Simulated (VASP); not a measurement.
# Ru (P6_3/mmc) in VASP: notebook, part 2 of 2

VASP 6.6.1. Earlier steps stand in the parts before.

### 6 Single point, PBEsol (grid = ENCUT=400 dk=0.35 cell=2x2x2 ISMEAR=1 SIGMA=0.1 LREAL=Auto EDIFF=1e-06)

Contents of INCAR:

```
PREC = Accurate
ENCUT = 400
EDIFF = 1E-6
ISMEAR = 1
SIGMA = 0.1
LREAL = Auto
LASPH = T
NELM = 120
ALGO = Fast
ISIF = 2
LWAVE = F
LCHARG = F
GGA = PS
NBANDS = 127
```

Contents of KPOINTS:

```
regular mesh
0
Gamma
  4 4 3
```

Contents of POSCAR:

```
Ru
1.0
    5.4116000000      0.0000000000      0.0000000000
   -2.7058000000      4.6865830752      0.0000000000
    0.0000000000      0.0000000000      8.5638000000
Ru
16
Direct
    0.3333333334      0.1666666666      0.3750000000
    0.3333333334      0.1666666666      0.8750000000
    0.3333333334      0.6666666666      0.3750000000
    0.3333333334      0.6666666666      0.8750000000
    0.8333333333      0.1666666666      0.3750000000
    0.8333333333      0.1666666666      0.8750000000
    0.8333333333      0.6666666666      0.3750000000
    0.8333333333      0.6666666666      0.8750000000
    0.1666666666      0.3333333334      0.1250000000
    0.1666666666      0.3333333334      0.6250000000
    0.1666666666      0.8333333333      0.1250000000
    0.1666666666      0.8333333333      0.6250000000
    0.6666666666      0.3333333334      0.1250000000
    0.6666666666      0.3333333334      0.6250000000
    0.6666666666      0.8333333333      0.1250000000
    0.6666666666      0.8333333333      0.6250000000
```

Potentials or basis: VASP PAW PBE potentials, release 64 (Ru_pv).

On the command line:

```console
$ cat potpaw_PBE.64/Ru_pv/POTCAR > POTCAR
$ mpirun -np 1 vasp_std > vasp.out
```

OUTCAR:

```text
PREC = Accurate
   ENCUT = 400
   EDIFF = 1E-6
   ISMEAR = 1
   LREAL = Auto
   LASPH = T
   NELM = 120
   ISIF = 2
   GGA = PS

 Found      8 irreducible k-points:

 Following reciprocal coordinates:
            Coordinates               Weight
  0.000000  0.000000  0.000000      1.000000
  0.250000  0.000000  0.000000      6.000000
  0.500000  0.000000  0.000000      3.000000
  0.250000  0.250000  0.000000      6.000000
  0.000000  0.000000  0.333333      2.000000
  0.250000  0.000000  0.333333     12.000000
   k-points           NKPTS =      8   k-points in BZ     NKDIM =      8   number of bands    NBANDS=    127
   number of dos      NEDOS =    301   number of ions     NIONS =     16
   total plane-waves  NPLWV =  72576
   dimension x,y,z NGX =    36 NGY =   36 NGZ =   56
   dimension x,y,z NGXF=    72 NGYF=   72 NGZF=  112
   ions per type =              16
   NGX,Y,Z   is equivalent  to a cutoff of  11.06, 11.06, 10.87 a.u.
   NGXF,Y,Z  is equivalent  to a cutoff of  22.12, 22.12, 21.74 a.u.
 SYSTEM =  unknown system
   PREC   = accura    normal or accurate (medium, high low for compatibility)
   ISTART =      0    job   : 0-new  1-cont  2-samecut
   ICHARG =      2    charge: 1-file 2-atom 10-const
   ISPIN  =      1    spin polarized calculation?
   LNONCOLLINEAR =      F non collinear calculations
   LSORBIT =      F    spin-orbit coupling
   LASPH  =      T    aspherical Exc in radial PAW
   ENCUT  =  400.0 eV  29.40 Ry    5.42 a.u.   8.82  8.82 13.97*2*pi/ulx,y,z
   NELM   =    120;   NELMIN=  2; NELMDL= -5     # of ELM steps
   EDIFF  = 0.1E-05   stopping-criterion for ELM
   LREAL  =      T    real-space projection
   EDIFFG = 0.1E-04   stopping-criterion for IOM
   NSW    =      0    number of steps for IOM
   IBRION =     -1    ionic relax: 0-MD 1-quasi-New 2-CG
   NFREE  =      0    steps in history (QN), initial steepest desc. (CG)
   ISIF   =      2    stress and relaxation
   ISYM   =      2    0-nonsym 1-usesym 2-fastsym
   POTIM  = 0.5000    time-step for ionic-motion
   TEBEG  =    0.0;   TEEND  =   0.0 temperature during run
   PSTRESS=    0.0 pullay stress
   NELECT =     224.0000    total number of electrons
   NUPDOWN=      -1.0000    fix difference up-down
   EMIN   =  10.00;   EMAX   =-10.00  energy-range for DOS
   EFERMI =   0.00;   METHOD = LEGACY
   ISMEAR =     1;   SIGMA  =   0.10  broadening in eV -4-tet -1-fermi 0-gaus
   EFERMI_NEDOS =   21; number of points for ismear=-14 and -15
   IALGO  =     68    algorithm
   IMIX   =      4    mixing-type and parameters
     AMIX     =   0.40;   BMIX     =  1.00
     AMIX_MAG =   1.60;   BMIX_MAG =  1.00
  volume/ion in A,a.u.               =      13.57        91.61
  Fermi-wavevector in a.u.,A,eV,Ry     =   1.654022  3.125649 37.222674  2.735789
  Thomas-Fermi vector in A             =   2.742361
   LORBIT       =      0    0 simple, 1 ext, 2 COOP (PROOUT), +10 PAW based schemes
   GGA     = PS    functional components
   LHFCALC =     F    Hartree Fock is set to
   AEXX    =    0.0000 exact exchange contribution
   IVDW    =     0    specifies the selected vdW correction
   LEPSILON=     F    determine dielectric tensor
   LRPA    =     F    only Hartree local field effects (RPA)
 non-spin polarized calculation
 RMM-DIIS sequential band-by-band and
 Methfessel and Paxton  Order N= 1 SIGMA  =   0.10
  energy-cutoff  :      400.00
  volume of cell :      217.19
 maximum number of plane-waves:      3981
 NGX is ok and might be reduce to    36
   NGX = 17   NGY = 17   NGZ = 27

 number of electron     224.0000058 magnetization

 Free energy of the ion-electron system (eV)
  ---------------------------------------------------
  ext. energy  EPLUGINS =         0.00000000
  ---------------------------------------------------
  free energy    TOTEN  =      -162.77230105 eV

  energy without entropy =     -162.74654731  energy(sigma->0) =     -162.76371647

 E-fermi :  12.6489     XC(G=0): -14.2805

 val. band max:       12.6366448926   @ k =   0.2500   0.0000   0.3333
 cond. band min:      12.6554322837   @ k =   0.2500   0.2500   0.3333
 fundamental gap:      0.0187873911
 Fermi energy:        12.6489315207

 k-point     1 :       0.0000    0.0000    0.0000
  band No.  band energies     occupation
      1     -30.8982      2.00000
      2     -30.7851      2.00000
      3     -30.7851      2.00000
      4     -30.7851      2.00000
      5     -30.7851      2.00000
      6     -30.7851      2.00000
[... 116 lines left out ...]
    123      14.4184     -0.00000
    124      14.4325     -0.00000

 k-point     2 :       0.2500    0.0000    0.0000
  band No.  band energies     occupation
      1     -30.8459      2.00000
      2     -30.7329      2.00000
      3     -30.7329      2.00000
      4     -30.7329      2.00000
      5     -30.7329      2.00000
      6     -30.6943      2.00000
[... 116 lines left out ...]
    123      14.2063     -0.00000
    124      14.2258     -0.00000

 k-point     3 :       0.5000    0.0000    0.0000
  band No.  band energies     occupation
      1     -30.7038      2.00000
      2     -30.7038      2.00000
      3     -30.6661      2.00000
      4     -30.6661      2.00000
      5     -30.6661      2.00000
      6     -30.6661      2.00000
[... 116 lines left out ...]
    123      14.2888     -0.00000
    124      14.3769     -0.00000

 k-point     4 :       0.2500    0.2500    0.0000
  band No.  band energies     occupation
      1     -30.7481      2.00000
      2     -30.6750      2.00000
      3     -30.6750      2.00000
      4     -30.6014      2.00000
      5     -30.6014      2.00000
      6     -30.6014      2.00000
[... 116 lines left out ...]
    123      14.0855     -0.00000
    124      14.1119     -0.00000

 k-point     5 :       0.0000    0.0000    0.3333
  band No.  band energies     occupation
      1     -30.8256      2.00000
      2     -30.8059      2.00000
      3     -30.8059      2.00000
      4     -30.8059      2.00000
      5     -30.7536      2.00000
      6     -30.7536      2.00000
[... 116 lines left out ...]
    123      14.3648     -0.00000
    124      14.3715     -0.00000

 k-point     6 :       0.2500    0.0000    0.3333
  band No.  band energies     occupation
      1     -30.7827      2.00000
      2     -30.7498      2.00000
      3     -30.7498      2.00000
      4     -30.7288      2.00000
      5     -30.6958      2.00000
      6     -30.6958      2.00000
[... 116 lines left out ...]
    123      13.9561     -0.00000
    124      13.9596     -0.00000

 [... further k-points ...]

 [bands above 124 left out]

------------------------ aborting loop because EDIFF is reached ----------------------------------------

  FORCE on cell =-STRESS in cart. coord.  units (eV):
  Direction    XX          YY          ZZ          XY          YZ          ZX
  --------------------------------------------------------------------------------------
  -------------------------------------------------------------------------------------
  Total       -9.6476225     -9.6476225    -11.1293469      0.0000000     -0.0000000      0.0000000
  in kB      -71.1676063    -71.1676063    -82.0978417      0.0000000     -0.0000000      0.0000000
  external PRESSURE =     -74.8110181 kB  Pullay stress =       0.0000000 kB

 VOLUME and BASIS-vectors are now :
 -----------------------------------------------------------------------------
  energy-cutoff  :      400.00
  volume of cell :      217.19
      direct lattice vectors                 reciprocal lattice vectors
     5.411600000  0.000000000  0.000000000     0.184788233  0.106687536  0.000000000
    -2.705800000  4.686583075  0.000000000     0.000000000  0.213375072  0.000000000
     0.000000000  0.000000000  8.563800000     0.000000000  0.000000000  0.116770592

 POSITION                                       TOTAL-FORCE (eV/Angst)
 -----------------------------------------------------------------------------------
      1.35290      0.78110      3.21143         0.000000      0.000000      0.000000
      1.35290      0.78110      7.49333        -0.000000      0.000000      0.000000
      0.00000      3.12439      3.21143        -0.000000      0.000000     -0.000000
      0.00000      3.12439      7.49333        -0.000000      0.000000     -0.000000
      4.05870      0.78110      3.21143         0.000000      0.000000     -0.000000
      4.05870      0.78110      7.49333         0.000000      0.000000      0.000000
[... 8 lines left out ...]
      1.35290      3.90549      1.07048        -0.000000     -0.000000     -0.000000
      1.35290      3.90549      5.35238         0.000000     -0.000000     -0.000000
 -----------------------------------------------------------------------------------
    total drift:                                0.000001      0.000002      0.000000

  FREE ENERGIE OF THE ION-ELECTRON SYSTEM (eV)
  ---------------------------------------------------
  free  energy   TOTEN  =      -162.7723010510 eV

  energy  without entropy=     -162.7465473080  energy(sigma->0) =     -162.76371647
```

Run time: 4 min. Hardware: 1 thread of Intel Xeon 6975P-C (Granite Rapids), shared host; peak memory 0.3 GiB.

The run converged, but some of its settings lie outside the range that counts as converged, so its numbers aren't taken as properties of the crystal.

What came out:

```
Free energy            : -162.7723 eV
Pressure               : -7.5 GPa
Band gap on the k mesh : none (metal or under the smearing width)
```

Caveat: the PAW data sets were made with another functional, which shifts forces and pressure a little.
